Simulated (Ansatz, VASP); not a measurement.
## BP in two plane-wave programs

One calculation is typed for both programs; each brings its own data sets and cutoff. How far apart do they land? The cell is a member of a volume series, scaled by 0.985 from a relaxed one, so a pressure remains.

Method: plane waves, with VASP 6.6.1 beside it; single point at LDA, single point at PBEsol with D3(BJ) and single point at r2SCAN, in Ansatz 0.2.0.

## (1) Starting point

Symmetry: F-43m, No. 216, cubic system. The conventional cell has a = 4.467 Å, b = 4.467 Å, c = 4.467 Å, α = 90.00°, β = 90.00°, γ = 90.00°. P has 4 B at 1.93 Å nearest. Nearest to B lie 4 P at 1.93 Å. Farther neighbours are not listed.

## (2) Ansatz: single point, LDA, volume scaled by 0.985

Ansatz runs on its default PAW (the set named soft_2) files.

A single point gives forces, pressure and levels at one fixed geometry, so differences don't come from the geometry; what else differs is listed under the comparison.

input.yaml reads:

```yaml
crystal:
  lattice:
    - [0.0, 2.23373687, 2.23373687]
    - [2.23373687, 0.0, 2.23373687]
    - [2.23373687, 2.23373687, 0.0]
  atoms:
    - { symbol: P, position: [0.75, 0.75, 0.75] }
    - { symbol: B, position: [0.0, 0.0, 0.0] }
hamiltonian:
  xc: lda
  pseudopotentials: { kind: paw }
kpoints:
  mp_grid: { grid: [8, 8, 8] }
scf:
  occupations: { method: gaussian, width: 0.03 }
  n_extra_bands: 4
output:
  forces: true
  stress: true
  eigenvalues: true
```

Command:

```bash
$ ansatz run input.yaml --threads 2 --pin off --max-ram 4608MiB --backend cpu --events-out ev --progress --plain --runs-dir out
```

Numbers of over 12 decimals in the logs are rounded to 6 here.

Log:

```text
scf.n_extra_bands = 4 over 4 filled bands (N_el = 8.0): the run solves 8 bands
Engine: ansatz 0.2.0, aarch64-unknown-linux-gnu
Pseudopotentials: kind: paw
Pseudopotential: P, paw, valence charge 5, recommended cutoff 420 eV (normal), P.paw.azcp
Pseudopotential: B, paw, valence charge 3, recommended cutoff 420 eV (normal), B.paw.azcp
Functional definition: SPW92
  exchange = slater_x
  correlation = pw_c
Crystal: 2 atoms, lattice volume = 22.291 Å³
Basis set: ecut = 420 eV, 411 PW (Γ)
Bands: 8, of which v1, the nominal top of the filled ones, is band 4 counted from 1 (3 counted from 0)
Symmetry: 24 space group operations
Space group: F-43m (ITA 216), of the structure as read, at distance tolerance 2.8e-5 Å
k-points: 29 of 512 (time reversal used)
Non-local potential: P, projectors of the file, l = 0: 2, l = 1: 2, l = 2: 2
Non-local potential: B, projectors of the file, l = 0: 2, l = 1: 2, l = 2: 1
PAW form: soft (Blöchl's): semilocal exchange-correlation on the pseudo side does not see the compensation charge
PAW frozen core: P, regenerated for the run's functional, and the local potential with it (the file was generated under x = pbe(κ = 0.804, μ = 0.219515), c = pbe(β = 0.066725))
PAW frozen core: B, regenerated for the run's functional, and the local potential with it (the file was generated under x = pbe(κ = 0.804, μ = 0.219515), c = pbe(β = 0.066725))
PAW one-centre angular grid: P, 110 points (default); XC on 64 Gauss nodes
PAW one-centre angular grid: B, 110 points (default); XC on 64 Gauss nodes
Initial density: superposition of atomic densities (neutral atoms: chi_scale 0, normalization atom), corrected by the library's trained network
Initial wavefunctions: pseudopotential atomic-orbital guess
Functional: x = slater, c = lda
SCF iter   1: F=—  HF=-876.633727 eV  |F-HF|=—  |Δ(HF+E_count)|=         —  Δρ=5.37e-3  dr2=4.80e-3  ethr=1.77e-3  ⟨swp⟩=6.3  Hψ=2156  notcnv=0
preconditioner: auto → none  [insulator: Δε(μ)=1.157 eV  Ē_g=13.060 eV  σ=0.030 eV  W_gap=1.00  n_scr=0 (ndim 8)  ℏωp=22.2 eV  f_vac=0.000  D(μ)=0.00/eV (n_scr^D=0)  ε∞_Penn≈3.9]
SCF iter   2: F=—  HF=-876.632878 eV  |F-HF|=—  |Δ(HF+E_count)|=   8.50e-4  Δρ=2.40e-3  dr2=7.59e-4  ethr=6.01e-5  ⟨swp⟩=2.4  Hψ=624  notcnv=0
SCF iter   3: F=—  HF=-876.632711 eV  |F-HF|=—  |Δ(HF+E_count)|=   1.67e-4  Δρ=1.06e-3  dr2=1.16e-4  ethr=9.49e-6  ⟨swp⟩=2.1  Hψ=326  notcnv=0
SCF iter   4: F=—  HF=-876.632696 eV  |F-HF|=—  |Δ(HF+E_count)|=   1.49e-5  Δρ=3.77e-4  dr2=1.66e-5  ethr=1.44e-6  ⟨swp⟩=1.0  Hψ=232  notcnv=0
SCF iter   5: F=—  HF=-876.632693 eV  |F-HF|=—  |Δ(HF+E_count)|=   2.81e-6  Δρ=6.97e-5  dr2=7.56e-7  ethr=2.08e-7  ⟨swp⟩=1.1  Hψ=238  notcnv=0
SCF iter   6: F=-876.632693 eV  HF=-876.632693 eV  |F-HF|=1.10e-8  |Δ(HF+E_count)|=   1.03e-7  Δρ=8.03e-6  dr2=1.60e-8  ethr=1.25e-9  ⟨swp⟩=6.8  Hψ=1310  notcnv=0
SCF 1 converged in 6 iterations: F = -876.632693 eV  dr2 = 1.60e-8
  greatest PAW one-centre occupation: 0.772 electrons in one spin orbital (limit 2), on the P atom at site 0 (counted from 0), in its partial waves of l = 0
SCF converged after 6 iterations
Free energy (F): -876.632693 eV
Harris-Foulkes:  -876.632693 eV  (|F-HF|=1.10e-8)
Internal energy: -876.632693 eV  (E = F + TS)
E sigma→0 (E₀):  -876.632693 eV
Fermi energy:    10.288740 eV
--- Per-component energies (eV) ---
  E_band       = 24.483604
  E_kinetic    = 124.453589
  E_local      = -66.838205  (includes V_loc(G=0)·N_el)
  E_nonlocal   = 47.233220
  E_hartree    = 16.404502
  E_xc         = -95.229770
  E_vxc        = -101.603972  (∫ρ·V_xc dr)
  E_paw        = -612.820754  (= ΣΔE_a)
  E_vpaw       = -11.570197  (= ΣTr[D̂ρ^β])
  E_aug_tail   = -0.000000  (compensation charges beyond the density's cutoff)
  E_ewald      = -289.998461
  E_core_change = 0.163186  (= ΣΔE_core)
  E_smearing   = -0.000000  (= −TS)
  E_closure    = -0.000000  (closes the sum)
  Σ components = -876.632693   (vs F -876.632693, Δ=0.00e0)
--- Forces (eV/Å), atoms counted from 1 ---
  atom   1  P      0.00000000    -0.00000000    -0.00000000
  atom   2  B     -0.00000000     0.00000000     0.00000000
  max |Σ_I F_I| component: 3.89e-16 eV/Å
--- Stress (GPa, compression-positive) ---
        2.802276      -0.000000      -0.000000
        0.000000       2.802276       0.000000
       -0.000000       0.000000       2.802276
  P = ⅓ Tr σ = 2.8023 GPa (28.023 kbar)
--- Band table (eV; the first three rows and the last of 29) ---
  k-point 0: bands = ["-6.1110", "9.7054", "9.7054", "9.7054", "13.1574", "13.1574", "13.1574", "17.7812"]
  k-point 1: bands = ["-5.8195", "7.8157", "9.2626", "9.2626", "13.7413", "13.7669", "13.7669", "18.4676"]
  k-point 2: bands = ["-4.9624", "4.7412", "8.5552", "8.5552", "13.9039", "14.5313", "14.5313", "19.6109"]
  k-point 28: bands = ["-0.7166", "1.5774", "3.7460", "3.9428", "14.9308", "16.4684", "17.1477", "17.4187"]
```

Run time: 0.98 s. Hardware: 2 threads of Arm Neoverse N1, shared host; peak memory 0.25 GiB; 1.5 s of CPU time.

The column dr2 measures how far the density is from self-consistency, as an energy; F and HF (Harris–Foulkes) agree once it is small.

The run ends at a pressure of 2.80 GPa.

## (3) VASP: single point, LDA, volume scaled by 0.985

The same cell, functional (in two slightly different forms), mesh and smearing now go to VASP, with its own data sets and cutoff.

Lines of VASP's logs that name or quote its potential files are left out, and so is its time.

The input asks for a relaxation, which ended at its first step since no free force or stress exceeded the threshold; so it serves as a single point.

INCAR reads:

```
SYSTEM = BP
PREC = Accurate
ENCUT = 450
EDIFF = 1E-06
NELM = 100
ISMEAR = 0
SIGMA = 0.03
LREAL = .FALSE.
ALGO = Normal
GGA = CA
NBANDS = 10
LORBIT = 11
LWAVE = .FALSE.
LCHARG = .FALSE.
KPAR = 2
IBRION = 2
NSW = 30
ISIF = 4
EDIFFG = -0.01
```

POSCAR reads:

```
BP
1.0
    0.0000000000      2.2337368727      2.2337368727
    2.2337368727      0.0000000000      2.2337368727
    2.2337368727      2.2337368727      0.0000000000
P B
1 1
Direct
    0.7500000000      0.7500000000      0.7500000000
    0.0000000000      0.0000000000      0.0000000000
```

KPOINTS reads:

```
Automatic mesh
0
Gamma
8 8 8
0 0 0
```

PAW data sets: P and B (LDA family, release 64).

Command:

```bash
$ mpirun -np 2 vasp_std
```

Log:

```text
[banner, memory and clock lines left out]
running    2 mpi-ranks, on    1 nodes
 distrk:  each k-point on    1 cores,    2 groups
 distr:  one band on    1 cores,    1 groups

 POSCAR found type information on POSCAR P B
 POSCAR found :  2 types and       2 ions
 LDA part: xc-table for (Slater(with rela. corr.)+CA(PZ))
 , standard interpolation
 POSCAR, INCAR and KPOINTS ok, starting setup
 FFT: planning ... GRIDC
 FFT: planning ... GRID_SOFT
 FFT: planning ... GRID
 WAVECAR not read
 entering main loop
       N       E                     dE             d eps       ncg     rms          rms(c)
DAV:   1     0.600602481065E+01    0.60060E+01   -0.38266E+03   580   0.653E+02
DAV:   2    -0.148692546343E+02   -0.20875E+02   -0.19722E+02   810   0.107E+02
DAV:   3    -0.153313667968E+02   -0.46211E+00   -0.46136E+00   744   0.147E+01
DAV:   4    -0.153331522253E+02   -0.17854E-02   -0.17852E-02   684   0.106E+00
DAV:   5    -0.153331621009E+02   -0.98756E-05   -0.98753E-05   684   0.754E-02    0.786E+00
DAV:   6    -0.145356996983E+02    0.79746E+00   -0.18288E+00   642   0.639E+00    0.416E+00
DAV:   7    -0.144071500976E+02    0.12855E+00   -0.31211E-01   734   0.299E+00    0.132E+00
DAV:   8    -0.143939370414E+02    0.13213E-01   -0.36021E-02   686   0.106E+00    0.251E-01
DAV:   9    -0.143939683532E+02   -0.31312E-04   -0.74320E-04   658   0.207E-01    0.167E-01
DAV:  10    -0.143939645474E+02    0.38057E-05   -0.13735E-04   652   0.705E-02    0.343E-02
DAV:  11    -0.143939664671E+02   -0.19197E-05   -0.69408E-06   706   0.141E-02    0.389E-02
DAV:  12    -0.143939661383E+02    0.32878E-06   -0.18374E-06   358   0.635E-03
   1 F= -.14393966E+02 E0= -.14393966E+02  d E =-.143940E+02
 curvature:   0.00 expect dE= 0.000E+00 dE for cont linesearch  0.000E+00
 trial: gam= 0.00000 g(F)=  0.282E-48 g(S)=  0.287E-33 ort = 0.000E+00 (trialstep = 0.100E+01)
 search vector abs. value=  0.100E-09
 reached required accuracy - stopping structural energy minimisation
```

OUTCAR, selected parts (step 3):

```text
ion  position               nearest neighbor table
   1  0.750  0.750  0.750-   2 1.93   2 1.93   2 1.93   2 1.93
   2  0.000  0.000  0.000-   1 1.93   1 1.93   1 1.93   1 1.93

  LATTYP: Found a face centered cubic cell.
 ALAT       =     4.4674737454

 Subroutine GETGRP returns: Found 24 space group operations
 (whereof 24 operations were pure point group operations)

The static configuration has the point symmetry T_d .

 Found     29 irreducible k-points:

   k-points           NKPTS =     29   k-points in BZ     NKDIM =     29   number of bands    NBANDS=     10

   dimension x,y,z NGX =    24 NGY =   24 NGZ =   24
   dimension x,y,z NGXF=    48 NGYF=   48 NGZF=   48

   ENCUT  =  450.0 eV  33.07 Ry    5.75 a.u.   5.46  5.46  5.46*2*pi/ulx,y,z

   NELECT =       8.0000    total number of electrons

 k-points in reciprocal lattice and weights: Automatic mesh
   0.00000000  0.00000000  0.00000000       0.002
   0.12500000  0.00000000  0.00000000       0.016
   0.25000000  0.00000000  0.00000000       0.016
   0.37500000  0.00000000  0.00000000       0.016
   0.50000000  0.00000000  0.00000000       0.008
   0.12500000  0.12500000  0.00000000       0.012
   0.25000000  0.12500000  0.00000000       0.047
   0.37500000  0.12500000  0.00000000       0.047
   0.50000000  0.12500000  0.00000000       0.047
[...]
-0.37500000  0.50000000  0.12500000       0.023
  -0.25000000  0.50000000  0.25000000       0.012

 average (electrostatic) potential at core
       1 -81.7166       2 -29.3235

 E-fermi :   8.1489

 k-point     1 :       0.0000    0.0000    0.0000
  band No.  band energies     occupation
      1      -7.8340      2.00000
      2       7.9766      2.00000
      3       7.9766      2.00000
      4       7.9766      2.00000
      5      11.4314      0.00000
      6      11.4314      0.00000
      7      11.4314      0.00000
      8      16.0720      0.00000
      9      19.5708      0.00000
    ...

 k-point     2 :       0.1250    0.0000    0.0000
  band No.  band energies     occupation
      1      -7.5422      2.00000
      2       6.0864      2.00000
      3       7.5336      2.00000
      4       7.5336      2.00000
      5      12.0223      0.00000
      6      12.0436      0.00000
      7      12.0436      0.00000
      8      16.7527      0.00000
      9      19.3095      0.00000
    ...

 k-point     3 :       0.2500    0.0000    0.0000
  band No.  band energies     occupation
      1      -6.6844      2.00000
      2       3.0127      2.00000
      3       6.8258      2.00000
      4       6.8258      2.00000
      5      12.1916      0.00000
      6      12.8121      0.00000
      7      12.8121      0.00000
      8      17.8893      0.00000
      9      19.0377      0.00000
    ...

  Total        0.3777872      0.3777872      0.3777872      0.0000000     -0.0000000      0.0000000
  in kB       27.1538708     27.1538708     27.1538708      0.0000000     -0.0000000      0.0000000
  external PRESSURE =      27.1538708 kB  Pullay stress =       0.0000000 kB

  energy-cutoff  :      450.00
  volume of cell :       22.29
      direct lattice vectors                 reciprocal lattice vectors
     0.000000000  2.233736873  2.233736873    -0.223840152  0.223840152  0.223840152
     2.233736873  0.000000000  2.233736873     0.223840152 -0.223840152  0.223840152
     2.233736873  2.233736873  0.000000000     0.223840152  0.223840152 -0.223840152

 POSITION                                       TOTAL-FORCE (eV/Angst)
 -----------------------------------------------------------------------------------
      3.35061      3.35061      3.35061        -0.000000     -0.000000     -0.000000
      0.00000      0.00000      0.00000         0.000000      0.000000      0.000000
 -----------------------------------------------------------------------------------
    total drift:                                0.000000      0.000000     -0.000000

  FREE ENERGIE OF THE ION-ELECTRON SYSTEM (eV)
  ---------------------------------------------------
  free  energy   TOTEN  =       -14.3939661383 eV

  energy  without entropy=      -14.3939661383  energy(sigma->0) =      -14.39396614

 reached required accuracy - stopping structural energy minimisation

 total charge
# of ion       s       p       d       tot
------------------------------------------
    1        0.995   1.612   0.000   2.607
    2        0.671   1.340   0.000   2.011
--------------------------------------------------
tot          1.666   2.952   0.000   4.618

[... 3 further parts left out ...]
```

CONTCAR:

```
BP
   1.00000000000000
     0.0000000000000000    2.2337368727000002    2.2337368727000002
     2.2337368727000002    0.0000000000000000    2.2337368727000002
     2.2337368727000002    2.2337368727000002    0.0000000000000000
  P               B
     1     1
Direct
     0.7500000000000000    0.7500000000000000    0.7500000000000000
     0.0000000000000000    0.0000000000000000    0.0000000000000000
```

## (4) Differences

Known differences besides the potentials themselves: the two LDA forms differ slightly; the cutoff is 420 eV in Ansatz and 450 eV in VASP; VASP's log shows a relativistic correction to its local exchange, Ansatz's none. Total energies have different zeros and are not compared.

Compared:

| quantity | Ansatz | VASP | difference |
| --- | --- | --- | --- |
| pressure (GPa) | 2.80 | 2.72 | +0.09 |
| pressure without Ansatz's Pulay correction (GPa) | 2.63 | 2.72 | -0.09 |
| gap on the k mesh (eV) | 1.167 | 1.168 | -0.001 |

A gap on the mesh is an upper bound, since the band edges may lie between its points. Ansatz's pressure holds a Pulay correction of 0.18 GPa; VASP's holds none.

## (5) VASP: single point, PBEsol with D3(BJ), volume scaled by 0.985

A single point gives forces, pressure and levels at one fixed geometry, so differences don't come from the geometry; what else differs is listed under the comparison.

The input asks for a relaxation, which ended at its first step since no free force or stress exceeded the threshold; so it serves as a single point.

Changes to INCAR since step 3:

```diff
@@ -9,3 +9,4 @@
 ALGO = Normal
-GGA = CA
+GGA = PS
+IVDW = 12
 NBANDS = 10
```

POSCAR reads:

```
BP
1.0
    0.0000000000      2.2336672015      2.2336672015
    2.2336672015      0.0000000000      2.2336672015
    2.2336672015      2.2336672015      0.0000000000
P B
1 1
Direct
    0.7500000000      0.7500000000      0.7500000000
    0.0000000000      0.0000000000      0.0000000000
```

KPOINTS is that of step 3.

The projector-augmented-wave data sets are P and B (PBE family, release 64).

Command:

```bash
$ mpirun -np 2 vasp_std
```

Log:

```text
[banner, memory and clock lines left out]
running    2 mpi-ranks, on    1 nodes
[...]
|                                                                             |
|               ----> ADVICE to this user running VASP <----                  |
|                                                                             |
|     You enforced a specific xc type in the INCAR file but a different       |
|     [... a line on the potential file left out ...]
|     I HOPE YOU KNOW WHAT YOU ARE DOING!                                     |
|                                                                             |

 LDA part: xc-table for (Slater+PW92), standard interpolation
 POSCAR, INCAR and KPOINTS ok, starting setup
[...]
entering main loop
       N       E                     dE             d eps       ncg     rms          rms(c)
DAV:   1     0.673959277019E+01    0.67396E+01   -0.38487E+03   580   0.658E+02
DAV:   2    -0.140125488616E+02   -0.20752E+02   -0.19562E+02   826   0.106E+02
DAV:   3    -0.144653233310E+02   -0.45277E+00   -0.45207E+00   742   0.144E+01
DAV:   4    -0.144668993746E+02   -0.15760E-02   -0.15758E-02   688   0.995E-01
[...]
DAV:  10    -0.136545369828E+02   -0.58348E-04   -0.12107E-04   690   0.696E-02    0.233E-02
DAV:  11    -0.136545403811E+02   -0.33983E-05   -0.47113E-06   734   0.141E-02    0.263E-02
DAV:  12    -0.136545407170E+02   -0.33582E-06   -0.16906E-06   412   0.656E-03
   1 F= -.14180276E+02 E0= -.14180276E+02  d E =-.141803E+02
[...]
reached required accuracy - stopping structural energy minimisation
```

From OUTCAR (step 5):

```text
 Edisp (eV)   -0.52574

  Total       0.37796     0.37796     0.37796     0.00000     0.00000     0.00000
  in kB      27.16879    27.16879    27.16879     0.00000     0.00000     0.00000
  external pressure =       27.17 kB  Pullay stress =        0.00 kB

 POSITION                                       TOTAL-FORCE (eV/Angst)
 -----------------------------------------------------------------------------------
      3.35050      3.35050      3.35050        -0.000000     -0.000000      0.000000
      0.00000      0.00000      0.00000         0.000000      0.000000     -0.000000
 -----------------------------------------------------------------------------------
    total drift:                               -0.000000     -0.000000     -0.000000

  FREE ENERGIE OF THE ION-ELECTRON SYSTEM (eV)
  ---------------------------------------------------
  free  energy   TOTEN  =       -14.1802760510 eV

  energy  without entropy=      -14.1802760510  energy(sigma->0) =      -14.18027605

[... 2 parts as in an earlier step ...]

[... 2 further parts left out ...]
[key lines of the parts left out:]
E-fermi :   8.0992
```

## (6) Ansatz: single point, PBEsol with D3(BJ), volume scaled by 0.985

The same cell, functional, mesh and smearing now go to Ansatz, which takes its cutoff from its data sets.

The cell is a member of a volume series, scaled by 0.985 from a relaxed one, so a pressure remains.

input.yaml, the sections that differ from step 2:

```yaml
crystal:
  lattice:
    - [0.0, 2.2336672, 2.2336672]
    - [2.2336672, 0.0, 2.2336672]
    - [2.2336672, 2.2336672, 0.0]
  atoms:
    - { symbol: P, position: [0.75, 0.75, 0.75] }
    - { symbol: B, position: [0.0, 0.0, 0.0] }
hamiltonian:
  xc: pbesol
  pseudopotentials: { kind: paw }
  dispersion: d3bj
# kpoints, scf, output: as in step 2
```

Command:

```bash
$ ansatz run input.yaml --threads 2 --pin off --max-ram 4608MiB --backend cpu --events-out ev --progress --plain --runs-dir out
```

Log:

```text
[...]
Crystal: 2 atoms, lattice volume = 22.289 Å³
Basis set: ecut = 420 eV, 411 PW (Γ), exchange–correlation on 48×48×48 points (8 copies of the dense FFT grid, shifted against one another)
Bands: 8, of which v1, the nominal top of the filled ones, is band 4 counted from 1 (3 counted from 0)
Symmetry: 24 space group operations
[...]
k-points: 29 of 512 (time reversal used)
[...]
Free energy (F): -894.097324 eV
[...]
Internal energy: -894.097324 eV  (E = F + TS)
E sigma→0 (E₀):  -894.097324 eV
Fermi energy:    10.433467 eV
[...]
--- Stress (GPa, compression-positive) ---
        2.574547      -0.000000      -0.000000
        0.000000       2.574547       0.000000
       -0.000000       0.000000       2.574547
  P = ⅓ Tr σ = 2.5745 GPa (25.745 kbar)
--- Band table (eV; the first three rows and the last of 29) ---
[...]
[key lines of the parts left out:]
SCF converged after 6 iterations
```

Run time: 1.1 s. Hardware: 2 threads; peak memory 0.25 GiB.

The run ends at a pressure of 2.57 GPa.

(Part 1 of 2 ends here.)

[Lines on the potential files, build, host, timing and source positions are cut from VASP's logs without a mark.]

[Logs are printed without paths, hosts, clocks, repeated set-up lines and the standing remarks that a program may print on its own settings, such as how far it seeks lower states.]

[Hosts, paths, dates, database ids (printed as entryN), source tags and the programs' standing remarks are cut or masked in the printed files.]
